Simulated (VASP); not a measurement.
# KCl (Sylvite) (Fm-3m) in VASP: notebook, part 2 of 2

VASP 6.6.1. The steps go on from the part before.

## 4. Relaxation of cell and atoms, r2SCAN

INCAR

```
SYSTEM = KCl
  PREC = Accurate
  ENCUT = 600
  EDIFF = 1E-7
  ISMEAR = 0
  SIGMA = 0.03
  LREAL = .False.
  LASPH = .True.
  NELM = 80
  ALGO = Normal
  ISIF = 3
  LWAVE = .False.
  LCHARG = .False.
  METAGGA = R2SCAN
  LMIXTAU = .True.
  IBRION = 2
  NSW = 90
  EDIFFG = -0.005
```

KPOINTS

```
Automatic mesh
0
Gamma
  8 8 8
  0 0 0
```

POSCAR

```
KCl                                     
1.0
    0.0000000000      3.1464700000      3.1464700000
    3.1464700000      0.0000000000      3.1464700000
    3.1464700000      3.1464700000      0.0000000000
  K               Cl            
     1     1
Direct
     0.0000000000000000    0.0000000000000000    0.0000000000000000
     0.5000000000000000    0.5000000000000000    0.5000000000000000
```

Potentials or basis: VASP PAW PBE potentials, release 64 (K_sv, Cl).

Command:

```
$ cat potpaw_PBE.64/K_sv/POTCAR potpaw_PBE.64/Cl/POTCAR > POTCAR
$ mpirun -np 1 vasp_std > vasp.out
```

OUTCAR:

```text
SYSTEM = KCl
   PREC = Accurate
   ENCUT = 600
   EDIFF = 1E-7
   ISMEAR = 0
   LREAL = .False.
   LASPH = .True.
   NELM = 80
   ISIF = 3
   METAGGA = R2SCAN
   IBRION = 2
   NSW = 90
   EDIFFG = -0.005

 ion  position               nearest neighbor table
   1  0.000  0.000  0.000-   2 3.15   2 3.15   2 3.15   2 3.15   2 3.15   2 3.15
   2  0.500  0.500  0.500-   1 3.15   1 3.15   1 3.15   1 3.15   1 3.15   1 3.15

  LATTYP: Found a face centered cubic cell.
 ALAT       =     6.2929400000
[... 553 lines left out ...]

  FORCE on cell =-STRESS in cart. coord.  units (eV):
  Direction    XX          YY          ZZ          XY          YZ          ZX
  --------------------------------------------------------------------------------------
  -------------------------------------------------------------------------------------
  Total        0.0044334      0.0044334      0.0044334      0.0000000      0.0000000      0.0000000
  in kB        0.1140120      0.1140120      0.1140120      0.0000000      0.0000000      0.0000000
  external PRESSURE =       0.1140120 kB  Pullay stress =       0.0000000 kB

 VOLUME and BASIS-vectors are now :
 -----------------------------------------------------------------------------
  energy-cutoff  :      600.00
  volume of cell :       62.30
      direct lattice vectors                 reciprocal lattice vectors
     0.000000000  3.146470000  3.146470000    -0.158908237  0.158908237  0.158908237
     3.146470000  0.000000000  3.146470000     0.158908237 -0.158908237  0.158908237
     3.146470000  3.146470000  0.000000000     0.158908237  0.158908237 -0.158908237

 POSITION                                       TOTAL-FORCE (eV/Angst)
 -----------------------------------------------------------------------------------
      0.00000      0.00000      0.00000        -0.000000     -0.000000     -0.000000
      3.14647      3.14647      3.14647         0.000000      0.000000      0.000000
 -----------------------------------------------------------------------------------
    total drift:                                0.000000      0.000000      0.000000

  FREE ENERGIE OF THE ION-ELECTRON SYSTEM (eV)
  ---------------------------------------------------
  free  energy   TOTEN  =       -16.5077507968 eV

  energy  without entropy=      -16.5077507968  energy(sigma->0) =      -16.50775080

 reached required accuracy - stopping structural energy minimisation
```

OSZICAR:

```text
N       E                     dE             d eps       ncg     rms          rms(c)
DAV:   1     0.111320751866E+03    0.11132E+03   -0.81296E+03   696   0.137E+03
DAV:   2    -0.127934819089E+02   -0.12411E+03   -0.11495E+03   904   0.311E+02
DAV:   3    -0.204323287365E+02   -0.76388E+01   -0.75895E+01   900   0.701E+01
[... 14 lines left out ...]
DAV:  18    -0.165077427854E+02   -0.19489E-04   -0.30814E-05   864   0.567E-02    0.142E-02
DAV:  19    -0.165077485497E+02   -0.57643E-05   -0.69208E-06   860   0.306E-02    0.130E-02
DAV:  20    -0.165077498388E+02   -0.12891E-05   -0.31115E-06   896   0.173E-02    0.558E-03
DAV:  21    -0.165077507803E+02   -0.94151E-06   -0.68349E-07   824   0.119E-02    0.233E-03
DAV:  22    -0.165077507968E+02   -0.16475E-07   -0.50093E-07   804   0.104E-02
   1 F= -.16507751E+02 E0= -.16507751E+02  d E =-.165078E+02
```

Wall time 1.8 min (1 thread of Intel Xeon Platinum 8488C (Sapphire Rapids), shared host); peak memory 0.22 GiB.

Results:

```
Free energy             : -16.5078 eV
Pressure after relaxing : 0.0 GPa
Band gap on the k mesh  : 5.83 eV, direct
```

Final structure:
```
CELL_PARAMETERS angstrom
0.00000 3.14647 3.14647
3.14647 0.00000 3.14647
3.14647 3.14647 0.00000
ATOMIC_POSITIONS crystal
K 0.00000 0.00000 0.00000
Cl 0.50000 0.50000 0.50000
```

Caveat: the relaxation stopped at its first step, so nothing moved; the PAW data sets were made with another functional, which shifts forces and pressure a little. A k mesh can miss the band edges.

## 5. Relaxation of cell and atoms, PBE

INCAR

```
PREC     = Accurate       # precision mode
ENCUT    = 600            # plane-wave cutoff, eV
EDIFF    = 1E-6           # SCF threshold, eV
ISMEAR   = 0              # smearing method
SIGMA    = 0.03           # smearing width, eV
LREAL    = False          # projectors in reciprocal space
LASPH    = True           # aspherical terms in the spheres
NELM     = 80             # most SCF steps
ALGO     = Normal         # electronic algorithm
ISIF     = 3              # what is computed and relaxed
LWAVE    = False          # write WAVECAR
LCHARG   = False          # write CHGCAR
GGA      = PE             # functional
IBRION   = 2              # ionic algorithm
NSW      = 90             # ionic steps
EDIFFG   = -0.01          # ionic threshold
```

KPOINTS

```
Automatic mesh
0
Gamma
  8 8 8
```

POSCAR

```
KCl
1.0
    0.0000000000      3.1464700000      3.1464700000
    3.1464700000      0.0000000000      3.1464700000
    3.1464700000      3.1464700000      0.0000000000
K Cl
1 1
Direct
    0.0000000000      0.0000000000      0.0000000000
    0.5000000000      0.5000000000      0.5000000000
```

Command:

```
$ cat potpaw_PBE.64/K_sv/POTCAR potpaw_PBE.64/Cl/POTCAR > POTCAR
$ mpirun -np 1 vasp_std > vasp.out
```

It took 28 s on 1 thread of Intel Xeon 6975P-C (Granite Rapids), shared host; peak memory 0.22 GiB.

The run converged. Its results:

| Quantity | Value |
| --- | --- |
| Free energy | -6.8112 eV |
| Relaxed volume | 32.57 Å³/atom |
| Relaxed cell | a = 4.517 Å, b = 4.517 Å, c = 4.517 Å, α = 60.00°, β = 60.00°, γ = 60.00° |
| Space group after relaxing (to 0.05 Å) | Fm-3m (No. 225) |
| Energy gained by relaxing | 3.5 meV/atom |
| Ionic steps | 3 |
| Pressure after relaxing | 0.0 GPa |
| Band gap on the k mesh | 5.04 eV, direct |

Step by step:
| step | energy change (eV) | largest force (eV/Å) | pressure (GPa) | volume (Å³) |
| --- | --- | --- | --- | --- |
| 1 | 0.0000 | 0.0000 | 0.82 | 62.30 |
| 2 | -0.0053 | 0.0000 | 0.37 | 63.75 |
| 3 | -0.0069 | 0.0000 | 0.00 | 65.15 |

Final structure:
```
K Cl
1.0
     0.00000    3.19365    3.19365
     3.19365    0.00000    3.19365
     3.19365    3.19365    0.00000
K Cl
1 1
Direct
  0.00000 0.00000 0.00000
  0.50000 0.50000 0.50000
```

Levels at points of the mesh, in eV from the valence-band top:
| k point | band 6 | band 7 | band 8 | band 9 | band 10 | band 11 |
| --- | --- | --- | --- | --- | --- | --- |
| (0.00, 0.00, 0.00) | 0.00 | 0.00 | 0.00 | 5.04 | 8.35 | 8.35 |
| (0.50, 0.00, 0.00) | -0.98 | -0.29 | -0.29 | 7.46 | 8.42 | 10.38 |
| (0.50, 0.50, 0.00) | -0.63 | -0.21 | -0.21 | 6.56 | 8.15 | 9.81 |

A k mesh can miss the band edges. PBE usually gives volumes a little too large and moduli too small.

## 6. Relaxation of cell and atoms, PBE

This run uses another cell than the first one, of 32.57 Å³/atom, 1.046 times its volume.

Edit INCAR of step 5 so:

```diff
@@ -2,3 +2,3 @@
 ENCUT    = 600            # plane-wave cutoff, eV
-EDIFF    = 1E-6           # SCF threshold, eV
+EDIFF    = 1E-7           # SCF threshold, eV
 ISMEAR   = 0              # smearing method
@@ -15,2 +15,2 @@
 NSW      = 90             # ionic steps
-EDIFFG   = -0.01          # ionic threshold
+EDIFFG   = -0.005         # ionic threshold
```

KPOINTS is that of step 5.

POSCAR

```
KCl                                     
1.0
    0.0000000000      3.1936514230      3.1936514230
    3.1936514230     -0.0000000000      3.1936514230
    3.1936514230      3.1936514230      0.0000000000
  K               Cl            
     1     1
Direct
     0.0000000000000000    0.0000000000000000    0.0000000000000000
     0.5000000000000000    0.5000000000000000    0.5000000000000000
```

Potentials or basis: VASP PAW PBE potentials, release 64 (K_sv, Cl).

Command:

```
$ cat potpaw_PBE.64/K_sv/POTCAR potpaw_PBE.64/Cl/POTCAR > POTCAR
$ mpirun -np 1 vasp_std > vasp.out
```

Run time: 13 s. Hardware: 1 thread of Intel Xeon 6975P-C (Granite Rapids), shared host; peak memory 0.2 GiB.

It converged, with:

```yaml
Free_energy: -6.8113 eV
Pressure_after_relaxing: 0.0 GPa
Band_gap_on_the_k_mesh: 5.04 eV, direct
```

Final structure:
```
CELL_PARAMETERS angstrom
0.00000 3.19365 3.19365
3.19365 0.00000 3.19365
3.19365 3.19365 0.00000
ATOMIC_POSITIONS crystal
K 0.00000 0.00000 0.00000
Cl 0.50000 0.50000 0.50000
```

Levels at points of the mesh, in eV from the valence-band top:
| k point | band 4 | band 5 | band 6 | band 7 | band 8 | band 9 | band 10 | band 11 | band 12 |
| --- | --- | --- | --- | --- | --- | --- | --- | --- | --- |
| (0.00, 0.00, 0.00) | -10.77 | -10.77 | 0.00 | 0.00 | 0.00 | 5.04 | 8.35 | 8.35 | 8.35 |
| (0.50, 0.00, 0.00) | -10.78 | -10.55 | -0.98 | -0.29 | -0.29 | 7.46 | 8.42 | 10.38 | 10.38 |
| (0.50, 0.50, 0.00) | -10.82 | -10.82 | -0.63 | -0.21 | -0.21 | 6.56 | 8.15 | 9.81 | 10.15 |

Caveat: the relaxation stopped at its first step, so nothing moved. PBE gaps usually lie below the measured ones, often by a third to a half.

## 7. The runs side by side

| task | level | cell | gap on the mesh (eV) | pressure (GPa) |
| --- | --- | --- | --- | --- |
| relaxation of the atoms | PBEsol | atoms relaxed from: a relaxed cell with its volume scaled by 1.06 | 4.90 | -0.9 |
| relaxation of cell and atoms | r2SCAN | relaxed | 5.83 | 0.0 |
| relaxation of cell and atoms | PBE | relaxed | 5.04 | 0.0 |

Alike in all rows: potentials or basis VASP PAW PBE potentials, release 64 (K_sv, Cl); no spin polarisation; k mesh 8 × 8 × 8; cutoff (eV) 600; smearing gaussian 0.03 eV.

Caveats: the relaxation stopped at its first step, so nothing moved; the PAW data sets were made with another functional, which shifts forces and pressure a little (some runs).

Absolute energies hang on the potentials; compare differences alone.
